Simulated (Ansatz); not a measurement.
Basis-set extrapolation for C$_{4}$H$_{8}$ (`C=CCC`) (PBE0-D4/def2-TZVP geometry, frozen core, Ansatz). Multiplicity 1, RHF reference.

```json
{"": "HF", "def2-TZVPP": "-156.168346", "def2-QZVPP": "-156.175756"}
{"": "MP2 correlation", "def2-TZVPP": "-0.681693", "def2-QZVPP": "-0.724301"}
{"": "CCSD(T) correlation", "def2-TZVPP": "-0.755781", "def2-QZVPP": "not run"}
```

Energies in hartree. Use E(X) = E(∞) + A·exp(−7.88·√X) for Hartree–Fock and E(X) = E(∞) + B·X^(−2.97) for correlation, with X = 3 and 4, and add CCSD(T) minus MP2 of the smaller set to the MP2 limit.

Problem. What is the CCSD(T) energy at the basis-set limit?

Solution. HF limit: -156.175756 + (-0.007410) × 0.13774 = -156.17678. MP2 limit: -0.724301 + (-0.042608) × 0.74074 = -0.75586. Higher-order term: -0.755781 − (-0.681693) = -0.07409. Total: -157.00673 hartree, 2.25 eV below CCSD(T)/def2-TZVPP.
